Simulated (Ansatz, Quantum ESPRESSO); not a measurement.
# Band line-up of the GaAs/MgS(110) superlattice, 5 + 5 layers, a = 5.61 Å, part 5 of 7

Wanted: the band alignment of the GaAs/MgS(110) superlattice, 5 + 5 layers, a = 5.61 Å.

Quantum ESPRESSO 7.5; plane-wave DFT, LDA, GBRV ultrasoft pseudopotentials; cross-check by Ansatz 0.2.0 with PAW datasets.

So far. Step 6 (Macroscopic average of bulk GaAs): In a crystal the running mean should be flat; that of average.x keeps a ripple of 0.27 eV. The line-up therefore uses an exact Fourier window on the same potential. Step 10 (Macroscopic average of bulk MgS): In a crystal the running mean should be flat; that of average.x keeps a ripple of 0.24 eV. The line-up therefore uses an exact Fourier window on the same potential.

### Step 11. Self-consistent run of the superlattice

The superlattice gives the step of the mean potential between the two crystals; (110) layers are neutral, so no field builds up.

System of this step: GaAs/MgS(110) superlattice, 5 + 5 layers, a = 5.61 Å. The cell holds 20 atoms: 5 Ga, 5 As, 5 Mg and 5 S. Its edges and angles: a = 5.610 Å, b = 3.967 Å, c = 19.834 Å, α = 90.0°, β = 90.0°, γ = 90.0°. Regions: GaAs, 10 atoms (5 Ga and 5 As); MgS, 10 atoms (5 Mg and 5 S). The structure's axis is c.

Contents of ab.in:

```
&control
  prefix = 'ab'
  outdir = './out'
  pseudo_dir = './pseudo'
  calculation = 'scf'
  tprnfor = .true.
/
&system
  ibrav = 0
  nat = 20
  ntyp = 4
  ecutwfc = 40
  ecutrho = 200
  occupations = 'smearing'
  smearing = 'fd'
  degauss = 0.002
/
&electrons
  conv_thr = 1e-07
  mixing_beta = 0.5
  electron_maxstep = 120
/
ATOMIC_SPECIES
  Ga  69.7230  ga_lda_v1.4.uspp.F.UPF
  As  74.9216  as_lda_v1.uspp.F.UPF
  Mg  24.3050  mg_lda_v1.4.uspp.F.UPF
  S   32.0600  s_lda_v1.4.uspp.F.UPF
CELL_PARAMETERS angstrom
  5.61000000000000 0.00000000000000 0.00000000000000
  0.00000000000000 3.96686904250000 0.00000000000000
  0.00000000000000 0.00000000000000 19.83434521230000
ATOMIC_POSITIONS crystal
  Ga  0.000000000000 0.000000000000 0.000000000000
  As  0.250000000000 0.500000000000 0.000000000000
  Ga  0.500000000000 0.500000000000 0.100000000000
  As  0.750000000000 0.000000000000 0.100000000000
  Ga  0.000000000000 0.000000000000 0.200000000000
  As  0.250000000000 0.500000000000 0.200000000000
  Ga  0.500000000000 0.500000000000 0.300000000000
  As  0.750000000000 0.000000000000 0.300000000000
  Ga  0.000000000000 0.000000000000 0.400000000000
  As  0.250000000000 0.500000000000 0.400000000000
  Mg  0.500000000000 0.500000000000 0.500000000000
  S   0.750000000000 0.000000000000 0.500000000000
  Mg  0.000000000000 0.000000000000 0.600000000000
  S   0.250000000000 0.500000000000 0.600000000000
  Mg  0.500000000000 0.500000000000 0.700000000000
  S   0.750000000000 0.000000000000 0.700000000000
  Mg  0.000000000000 0.000000000000 0.800000000000
  S   0.250000000000 0.500000000000 0.800000000000
  Mg  0.500000000000 0.500000000000 0.900000000000
  S   0.750000000000 0.000000000000 0.900000000000
K_POINTS automatic
  6 8 1 0 0 0
```

Run with:

```console
$ OMP_NUM_THREADS=1 mpirun -n 4 pw.x -nk 2 -in ab.in > ab.out
```

Output:

```text
[banner, memory and clock lines left out]
Program PWSCF v.7.5 starts

          URL

     Message from routine setup:
     using ibrav=0 with symmetry is DISCOURAGED, use correct ibrav instead

     bravais-lattice index     =            0
     lattice parameter (alat)  =      10.6014  a.u.
     unit-cell volume          =    2978.6892 (a.u.)^3
     number of atoms/cell      =           20
     number of atomic types    =            4
     number of electrons       =       200.00
     number of Kohn-Sham states=          120
     kinetic-energy cutoff     =      40.0000  Ry
     charge density cutoff     =     200.0000  Ry
     scf convergence threshold =      1.0E-07
     mixing beta               =       0.5000
     number of iterations used =            8  plain     mixing
     Exchange-correlation=  SLA  PZ   NOGX NOGC
                           (   1   1   0   0   0   0   0)

     celldm(1)=  10.601364  celldm(2)=   0.000000  celldm(3)=   0.000000
     celldm(4)=   0.000000  celldm(5)=   0.000000  celldm(6)=   0.000000

     crystal axes: (cart. coord. in units of alat)
               a(1) = (   1.000000   0.000000   0.000000 )
               a(2) = (   0.000000   0.707107   0.000000 )
               a(3) = (   0.000000   0.000000   3.535534 )

     reciprocal axes: (cart. coord. in units 2 pi/alat)
               b(1) = (  1.000000  0.000000  0.000000 )
               b(2) = (  0.000000  1.414214  0.000000 )
               b(3) = (  0.000000  0.000000  0.282843 )

     PseudoPot. # 1 for Ga read from file:
     ./pseudo/ga_lda_v1.4.uspp.F.UPF
     Pseudo is Ultrasoft + core correction, Zval = 19.0
     Generated by new atomic code, or converted to UPF format
     Using radial grid of  871 points,  6 beta functions with:
                l(1) =   0
                l(2) =   0
                l(3) =   1
                l(4) =   1
                l(5) =   2
                l(6) =   2
     Q(r) pseudized with  8 coefficients,  rinner =    1.250   1.250   1.250
                                                       1.250   1.250

     PseudoPot. # 2 for As read from file:
     ./pseudo/as_lda_v1.uspp.F.UPF
     Pseudo is Ultrasoft + core correction, Zval =  5.0
     Generated by new atomic code, or converted to UPF format
     Using radial grid of  875 points,  6 beta functions with:
                l(1) =   0
                l(2) =   0
                l(3) =   1
                l(4) =   1
                l(5) =   2
                l(6) =   2
     Q(r) pseudized with  8 coefficients,  rinner =    1.300   1.300   1.300
                                                       1.300   1.300

     PseudoPot. # 3 for Mg read from file:
     ./pseudo/mg_lda_v1.4.uspp.F.UPF
     Pseudo is Ultrasoft, Zval = 10.0
     Generated by new atomic code, or converted to UPF format
     Using radial grid of  821 points,  7 beta functions with:
                l(1) =   0
                l(2) =   0
                l(3) =   0
                l(4) =   1
                l(5) =   1
                l(6) =   2
                l(7) =   2
     Q(r) pseudized with  8 coefficients,  rinner =    1.200   1.200   1.200
                                                       1.200   1.200

     PseudoPot. # 4 for S  read from file:
     ./pseudo/s_lda_v1.4.uspp.F.UPF
     Pseudo is Ultrasoft + core correction, Zval =  6.0
     Generated by new atomic code, or converted to UPF format
     Using radial grid of  907 points,  6 beta functions with:
                l(1) =   0
                l(2) =   0
                l(3) =   1
                l(4) =   1
                l(5) =   2
                l(6) =   2
     Q(r) pseudized with  8 coefficients,  rinner =    1.300   1.300   1.300
                                                       1.300   1.300

     atomic species   valence    mass     pseudopotential
     Ga               19.00    69.72300     Ga( 1.00)
     As                5.00    74.92160     As( 1.00)
     Mg               10.00    24.30500     Mg( 1.00)
     S                 6.00    32.06000     S ( 1.00)

      2 Sym. Ops. (no inversion) found

   Cartesian axes

     site n.     atom                  positions (alat units)
         1        Ga     tau(   1) = (   0.0000000   0.0000000   0.0000000  )
         2        As     tau(   2) = (   0.2500000   0.3535534   0.0000000  )
         3        Ga     tau(   3) = (   0.5000000   0.3535534   0.3535534  )
         4        As     tau(   4) = (   0.7500000   0.0000000   0.3535534  )
         5        Ga     tau(   5) = (   0.0000000   0.0000000   0.7071068  )
         6        As     tau(   6) = (   0.2500000   0.3535534   0.7071068  )
         7        Ga     tau(   7) = (   0.5000000   0.3535534   1.0606602  )
         8        As     tau(   8) = (   0.7500000   0.0000000   1.0606602  )
         9        Ga     tau(   9) = (   0.0000000   0.0000000   1.4142136  )
        10        As     tau(  10) = (   0.2500000   0.3535534   1.4142136  )
        11        Mg     tau(  11) = (   0.5000000   0.3535534   1.7677670  )
        12        S      tau(  12) = (   0.7500000   0.0000000   1.7677670  )
        13        Mg     tau(  13) = (   0.0000000   0.0000000   2.1213203  )
        14        S      tau(  14) = (   0.2500000   0.3535534   2.1213203  )
        15        Mg     tau(  15) = (   0.5000000   0.3535534   2.4748737  )
        16        S      tau(  16) = (   0.7500000   0.0000000   2.4748737  )
        17        Mg     tau(  17) = (   0.0000000   0.0000000   2.8284271  )
        18        S      tau(  18) = (   0.2500000   0.3535534   2.8284271  )
        19        Mg     tau(  19) = (   0.5000000   0.3535534   3.1819805  )
        20        S      tau(  20) = (   0.7500000   0.0000000   3.1819805  )

     number of k points=    20  Fermi-Dirac smearing, width (Ry)=  0.0020
                       cart. coord. in units 2pi/alat
        k(    1) = (   0.0000000   0.0000000   0.0000000), wk =   0.0416667
        k(    2) = (   0.0000000   0.1767767   0.0000000), wk =   0.0833333
        k(    3) = (   0.0000000   0.3535534   0.0000000), wk =   0.0833333
        k(    4) = (   0.0000000   0.5303301   0.0000000), wk =   0.0833333
        k(    5) = (   0.0000000  -0.7071068   0.0000000), wk =   0.0416667
        k(    6) = (   0.1666667   0.0000000   0.0000000), wk =   0.0833333
        k(    7) = (   0.1666667   0.1767767   0.0000000), wk =   0.1666667
        k(    8) = (   0.1666667   0.3535534   0.0000000), wk =   0.1666667
        k(    9) = (   0.1666667   0.5303301   0.0000000), wk =   0.1666667
        k(   10) = (   0.1666667  -0.7071068   0.0000000), wk =   0.0833333
[...]
-36.3537 -36.3537 -36.3234 -36.3233 -36.3227 -36.1004 -36.1003 -36.0972
   -36.0971 -36.0967 -36.0965  -8.8931  -8.8927  -8.8703  -8.8680  -8.8006
    -8.8005  -8.7847  -8.7595  -8.7593  -8.7568  -8.7442  -8.7439  -8.7203
    -8.7080  -8.6786  -8.6758  -8.6555  -8.6524  -8.6492  -8.6362  -8.6242
    -8.5868  -8.5799  -8.5792  -8.5765  -6.9293  -6.8890  -6.7085  -6.6505
    -6.5624  -5.6272  -5.5868  -5.1969  -5.1537  -4.8997  -0.4290  -0.1244
     0.2252   0.7566   1.2624   1.3458   1.4448   1.7737   2.0815   2.3245
     3.4111   3.4553   3.4555   3.4615   3.5034   3.5693   3.6147   3.6325
     3.6429   3.6988   4.4302   4.4976   4.5597   4.5602   4.5893   4.8380
     4.8765   4.9296   4.9613   5.0240   7.3197   7.5785   8.0530   8.0712
     8.4120   8.9892   9.1508   9.1749   9.2904   9.5270   9.6469   9.8759
    10.0871  10.5760  10.6433  10.8682  10.8728  10.9833  11.1300  11.2202

          k =-0.5000 0.1768 0.0000 ( 12772 PWs)   bands (ev):

   -87.9615 -87.9613 -87.9358 -87.9356 -87.9279 -87.9277 -87.8393 -87.8384
   -87.8333 -87.7689 -87.7684 -87.7672 -87.7666 -87.7644 -87.7638 -68.9158
   -68.9157 -68.8835 -68.6551 -68.6549 -36.3578 -36.3577 -36.3548 -36.3540
   -36.3539 -36.3539 -36.3236 -36.3233 -36.3226 -36.1007 -36.1005 -36.0972
   -36.0971 -36.0966 -36.0965  -8.8906  -8.8900  -8.8694  -8.8672  -8.8087
    -8.8080  -8.7845  -8.7584  -8.7579  -8.7548  -8.7459  -8.7457  -8.7250
    -8.7000  -8.6752  -8.6722  -8.6565  -8.6519  -8.6485  -8.6399  -8.6257
    -8.5852  -8.5821  -8.5786  -8.5780  -6.8890  -6.8499  -6.6694  -6.6139
    -6.5259  -5.5288  -5.4860  -5.0998  -5.0550  -4.8014  -0.3841  -0.0790
     0.2473   0.7906   1.1797   1.3594   1.3919   1.7694   1.8858   2.0516
     3.0029   3.0208   3.1738   3.2152   3.3006   3.3581   3.5314   3.5475
     3.6186   3.6603   3.7753   3.9098   3.9980   4.2316   4.4668   4.6235
     4.8536   4.9838   5.0435   5.0756   8.0499   8.2017   8.5126   8.5740
     8.8235   9.3586   9.5654   9.6638   9.7430   9.8678   9.9664  10.0931
    10.3653  10.5180  10.6141  10.8344  10.8788  10.9071  10.9447  10.9536

          k =-0.5000 0.3536 0.0000 ( 12764 PWs)   bands (ev):

   -87.9615 -87.9613 -87.9358 -87.9356 -87.9279 -87.9277 -87.8393 -87.8384
   -87.8333 -87.7689 -87.7684 -87.7672 -87.7666 -87.7643 -87.7638 -68.9158
   -68.9157 -68.8835 -68.6550 -68.6549 -36.3578 -36.3577 -36.3547 -36.3546
   -36.3545 -36.3539 -36.3242 -36.3232 -36.3226 -36.1013 -36.1011 -36.0971
   -36.0970 -36.0966 -36.0965  -8.8853  -8.8843  -8.8680  -8.8664  -8.8238
    -8.8233  -8.7914  -8.7580  -8.7543  -8.7508  -8.7500  -8.7481  -8.7265
    -8.6879  -8.6705  -8.6643  -8.6572  -8.6520  -8.6488  -8.6449  -8.6253
    -8.5873  -8.5814  -8.5809  -8.5768  -6.7883  -6.7519  -6.5711  -6.5224
    -6.4344  -5.2626  -5.2120  -4.8380  -4.7839  -4.5329  -0.3341  -0.0546
     0.1561   0.5157   0.5971   1.3531   1.3703   1.4867   1.5339   1.5841
     2.4028   2.4497   2.5582   2.6319   2.7751   2.7979   2.9957   3.0215
     3.5531   3.5549   3.5954   3.6056   3.7841   3.8391   4.3344   4.5946
     4.6512   4.7310   5.0292   5.0452   8.1871   8.6060   8.6154   8.8878
     9.0099   9.8121   9.9556  10.0290  10.0928  10.2318  10.3742  10.4072
    10.5789  10.5880  10.7540  10.8612  10.9845  11.0822  11.1197  11.3086

          k =-0.5000 0.5303 0.0000 ( 12666 PWs)   bands (ev):

   -87.9614 -87.9612 -87.9357 -87.9355 -87.9277 -87.9274 -87.8391 -87.8384
   -87.8331 -87.7689 -87.7684 -87.7670 -87.7664 -87.7642 -87.7636 -68.9158
   -68.9157 -68.8835 -68.6550 -68.6549 -36.3577 -36.3576 -36.3552 -36.3550
   -36.3547 -36.3539 -36.3248 -36.3232 -36.3225 -36.1018 -36.1017 -36.0971
   -36.0969 -36.0966 -36.0964  -8.8811  -8.8792  -8.8690  -8.8683  -8.8349
    -8.8346  -8.8026  -8.7587  -8.7541  -8.7539  -8.7515  -8.7428  -8.7234
    -8.6802  -8.6691  -8.6618  -8.6586  -8.6516  -8.6453  -8.6440  -8.6212
    -8.5923  -8.5847  -8.5761  -8.5742  -6.6820  -6.6485  -6.4669  -6.4260
    -6.3379  -4.9370  -4.8742  -4.5189  -4.4436  -4.1984  -0.4858  -0.3226
    -0.2648  -0.2238  -0.2086   1.0511   1.1338   1.2679   1.4172   1.5652
     1.9482   2.0680   2.2248   2.3373   2.6083   2.7798   3.0058   3.0549
     3.2353   3.3110   3.3246   3.4688   3.7570   3.9050   3.9533   4.1830
     4.5450   4.7273   4.8453   5.0301   7.5861   8.2039   8.5410   9.2210
     9.3156   9.6466   9.7518   9.7985  10.0297  10.0808  10.5019  10.5232
    10.6063  10.6676  10.8198  10.8978  11.0542  11.0998  11.1982  11.4426

          k =-0.5000-0.7071 0.0000 ( 12632 PWs)   bands (ev):

   -87.9614 -87.9612 -87.9357 -87.9355 -87.9276 -87.9274 -87.8391 -87.8384
   -87.8330 -87.7689 -87.7684 -87.7669 -87.7663 -87.7642 -87.7636 -68.9158
   -68.9157 -68.8835 -68.6550 -68.6549 -36.3577 -36.3576 -36.3554 -36.3553
   -36.3547 -36.3538 -36.3250 -36.3232 -36.3225 -36.1021 -36.1020 -36.0970
   -36.0969 -36.0966 -36.0964  -8.8794  -8.8768  -8.8710  -8.8707  -8.8384
    -8.8377  -8.8078  -8.7591  -8.7559  -8.7555  -8.7507  -8.7402  -8.7216
    -8.6779  -8.6675  -8.6662  -8.6577  -8.6494  -8.6432  -8.6428  -8.6188
    -8.5943  -8.5860  -8.5738  -8.5729  -6.6361  -6.6040  -6.4218  -6.3845
    -6.2963  -4.7749  -4.7045  -4.3603  -4.2697  -4.0282  -0.6718  -0.5864
    -0.5624  -0.5607  -0.4975   0.8666   0.9725   1.1477   1.3957   1.5371
     1.9245   2.1577   2.2690   2.5239   2.5744   2.8138   2.9456   3.0089
     3.0509   3.1121   3.2138   3.5578   3.5977   3.8038   3.8566   4.1631
     4.3179   4.6767   4.8696   5.0563   7.2500   8.0516   8.5739   9.4550
     9.4638   9.5473   9.7332   9.7952   9.9698  10.1169  10.3259  10.4295
    10.4649  10.5645  10.6352  10.8208  11.0199  11.1787  11.1888  11.2636

     the Fermi energy is     6.4892 ev

!    total energy              =   -3020.86842663 Ry
     estimated scf accuracy    <       0.00000009 Ry
     smearing contrib. (-TS)   =      -0.00000000 Ry
     internal energy E=F+TS    =   -3020.86842663 Ry

     The total energy is F=E-TS. E is the sum of the following terms:
     one-electron contribution =   -3008.90006360 Ry
     hartree contribution      =    1543.76279439 Ry
     xc contribution           =    -519.21352572 Ry
     ewald contribution        =   -1036.51763170 Ry

     convergence has been achieved in  20 iterations

     Forces acting on atoms (cartesian axes, Ry/au):

     atom    1 type  1   force =     0.00060516    0.00000000   -0.00025650
     atom    2 type  2   force =    -0.02384603    0.00000000    0.01271657
     atom    3 type  1   force =    -0.00745354    0.00000000    0.00332893
     atom    4 type  2   force =    -0.00911402    0.00000000   -0.00601877
     atom    5 type  1   force =     0.00752948    0.00000000    0.00029087
     atom    6 type  2   force =     0.00124840    0.00000000   -0.00002642
     atom    7 type  1   force =    -0.00765975    0.00000000   -0.00314762
     atom    8 type  2   force =    -0.00911461    0.00000000    0.00597486
     atom    9 type  1   force =     0.00034382    0.00000000    0.00009597
     atom   10 type  2   force =    -0.02385385    0.00000000   -0.01274560
     atom   11 type  3   force =     0.01417736    0.00000000    0.02257220
     atom   12 type  4   force =     0.01722668    0.00000000   -0.01306207
     atom   13 type  3   force =     0.00464905    0.00000000    0.00051104
     atom   14 type  4   force =     0.00099279    0.00000000    0.00401333
     atom   15 type  3   force =    -0.00235384    0.00000000   -0.00004233
     atom   16 type  4   force =    -0.00048949    0.00000000   -0.00000056
     atom   17 type  3   force =     0.00466055    0.00000000   -0.00057350
     atom   18 type  4   force =     0.00099642    0.00000000   -0.00402117
     atom   19 type  3   force =     0.01423226    0.00000000   -0.02266823
     atom   20 type  4   force =     0.01722316    0.00000000    0.01305897

     Total force =     0.065874     Total SCF correction =     0.002029

     XML data file, charge density, pseudopotentials, collected wavefunctions

                                        0.00s GPU  (    1526 calls)
```

Wall time 12 min (4 MPI ranks of Intel Xeon 6975P-C (Granite Rapids), shared host); peak memory 1.5 GiB; 48 min of CPU time.

Read from the output:

```
free energy  : -41101.0088 eV
Fermi energy : 6.489 eV
```

The program's own clock; routines nest. Time by routine:

```tsv
routine	wall time (s)	calls
PWSCF	720.1	1
electrons	706.4	1
c_bands	631.2	20
cegterg	587.1	210
h_psi	313.5	1526
vloc_psi	190	1526
fftw	186.5	204904
calbec	81.6	1766
h_psi:calbec	63.45	1526
sum_band	62.12	20
add_vuspsi	56.66	1526
s_psi	56.08	1526
cdiaghg	26.5	1516
newd	13.02	21
```

The run needed 20 iterations to bring the estimated error under 1e-07 Ry; the largest force on any atom, held or free, is 0.70 eV/Å.

### Step 12. Electrostatic potential of the superlattice

Contents of ab.pot.in:

```
&inputpp
  prefix = 'ab'
  outdir = './out'
  filplot = 'ab.pot.dat'
  plot_num = 11
/
```

Run with:

```console
$ OMP_NUM_THREADS=1 mpirun -n 4 pp.x -in ab.pot.in > ab.pot.out
```

Output:

```text
[banner, memory and clock lines left out]
Program POST-PROC v.7.5 starts

          URL

     ./out/ab.save/

     IMPORTANT: XC functional enforced from input :
     Exchange-correlation= PZ
                           (   1   1   0   0   0   0   0)
     Any further DFT definition will be discarded
     Please, verify this is what you really want

     Calling punch_plot, plot_num =  11
     Writing data to file  ab.pot.dat
     Message from routine chdens:
     namelist plot not found or invalid, exiting
```

It took 2.6 s on 4 MPI ranks; peak memory 0.48 GiB.

Electrostatic potential energy in the ca plane at fractional y = 0.000, with atoms of Ga and As and S and Mg within 0.2 Å of it. With pseudopotentials it is smooth inside the atoms' cores, unlike the true potential.

Ten even steps from '0' (-62 eV) to '9' (25 eV), each cell a mean:
```
01566666630025666666300156666664102666666641
34665666654346656666533466544666445665446664
66658997666666589976666665100466666651004666
77669999577776599986777765000267777640002677
77758996677776589966777775200467777752014677
77765666677777656666777776544677777765456777
77776667777777766677777777766777777777677777
77777777777777777777777777777777777777777777
77777777777777777777777777777777777777777777
77777777777777777777777777777777777777777777
77777777777777777777777777777777777777777777
67777777776677777777766777777777667777777776
45677777765456777777654567777766556677777665
12577777642135777776411356777765224667777652
01467777620014677776200146777764001567777630
```
Columns run along c (16.0 Å, from fractional 0.00 to 0.81 of the cell; values clipped at the 3rd and 97th percentile), rows up along a (5.6 Å). Atoms in or near the plane, at fractional coordinates: Ga at (0.00, 0.00), As at (0.10, 0.75), Ga at (0.20, 0.00), As at (0.30, 0.75), Ga at (0.40, 0.00), S at (0.50, 0.75), Mg at (0.60, 0.00), S at (0.70, 0.75), Mg at (0.80, 0.00).

### Step 13. Macroscopic average of the superlattice

Contents of ab.avg.in:

```
1
ab.pot.dat
1.0
200
3
7.4962960625
```

Run with:

```console
$ OMP_NUM_THREADS=1 average.x < ab.avg.in > ab.avg.out
```

Output:

```text
[banner, memory and clock lines left out]
Program AVERAGE v.7.5 starts

          URL

     Reading header from file  ab.pot.dat
     Reading data from file  ab.pot.dat
     Output written to file avg.dat

[...]
```

It took 1.1 s on 1 MPI rank; peak memory 0.12 GiB.

Read from the output:

```
average.x's running mean in the GaAs layers, on the run's own zero                  : 8.658 eV
slope of the running mean in the GaAs layers                                        : -8.64e-4 eV/Å
mean potential by an exact Fourier window in the GaAs layers, on the run's own zero : 8.659 eV
average.x's running mean in the MgS layers, on the run's own zero                   : 2.598 eV
slope of the running mean in the MgS layers                                         : 2.60e-4 eV/Å
mean potential by an exact Fourier window in the MgS layers, on the run's own zero  : 2.598 eV
```

Electrostatic potential energy of an electron; zero at the Fermi level; window 3.9669 Å. The potential energy, running mean by z:

```tsv
z (Å)	potential energy, running mean (eV)
0.0	0.707
0.5	2.29
1.0	2.25
1.5	2.24
2.0	2.01
2.5	2.25
3.0	2.23
3.5	2.21
4.0	1.99
4.5	2.24
5.0	2.23
5.5	2.21
6.0	2.01
6.5	2.26
7.0	2.25
7.5	2.20
8.0	0.407
8.5	-0.830
9.0	-0.847
9.5	-0.930
10.0	-2.79
10.5	-3.96
11.0	-3.98
11.5	-3.86
12.0	-3.77
12.5	-3.95
13.0	-3.99
13.5	-3.85
14.0	-3.76
14.5	-3.94
15.0	-3.99
15.5	-3.86
16.0	-3.77
16.5	-3.94
17.0	-3.99
17.5	-3.70
18.0	-1.75
18.5	-0.780
19.0	-0.859
19.5	-0.536
```

[end of part 5 of 7]

[Logs are printed without paths, hosts, clocks, repeated set-up lines and the standing remarks that a program may print on its own settings, such as how far it seeks lower states.]

[Hosts, paths, dates, database ids (printed as entryN), source tags and the programs' standing remarks are cut or masked in the printed files.]

[Maps of the electrostatic potential energy from Ansatz leave out the sawtooth potential of an applied field or a dipole correction, so their vacuum need not be flat; planar profiles and work functions include it.]
